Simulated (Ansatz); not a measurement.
The system is MoP.

```xyz
2
Lattice="3.2230 0.0000 0.0000 -1.6115 2.7912 0.0000 0.0000 0.0000 3.1910" Properties=species:S:1:pos:R:3 pbc="T T T"
Mo    0.0000    0.0000    0.0000
P     0.0000    1.8608    1.5955
```

Program: Ansatz 0.2.0. Alike in all runs: no spin polarisation; cell as given; k mesh 10 × 10 × 8.

Task: Order these runs on this cell by their pressure, lowest first.
A. level LDA+U; potentials or basis Ansatz PAW earlier set; U Mo d U = 1.0 eV; cutoff (eV) 600; smearing fermi-dirac 0.025 eV; double counting fll (the default); hubbard projectors all-electron-atomic; other keys hamiltonian.pseudopotentials = kind paw, source ansatz
B. level BLYP; potentials or basis Ansatz PAW; cutoff (eV) 420; smearing methfessel-paxton 0.1 eV; driver chain
C. level PBE+U; potentials or basis PseudoDojo standard (PBE files); U Mo d U = 6.2 eV; cutoff (eV) 1088; smearing gaussian 0.01 eV; double counting amf; hubbard projectors ortho-atomic (the default); other keys scf.occupations.method = gaussian; scf.occupations.width = 0.01

Result: A (-9.6 GPa), C (3.2 GPa), B (13.4 GPa).

Caveats: U without spin polarisation on a metal has little footing (some runs); the U is typed as a test and isn't derived for this compound (some runs); the potentials were made for another functional, which shifts forces and pressure (some runs); the PAW data sets come from PBE, with cores solved anew for the run's functional, which leaves a small shift of forces and pressure (some runs).
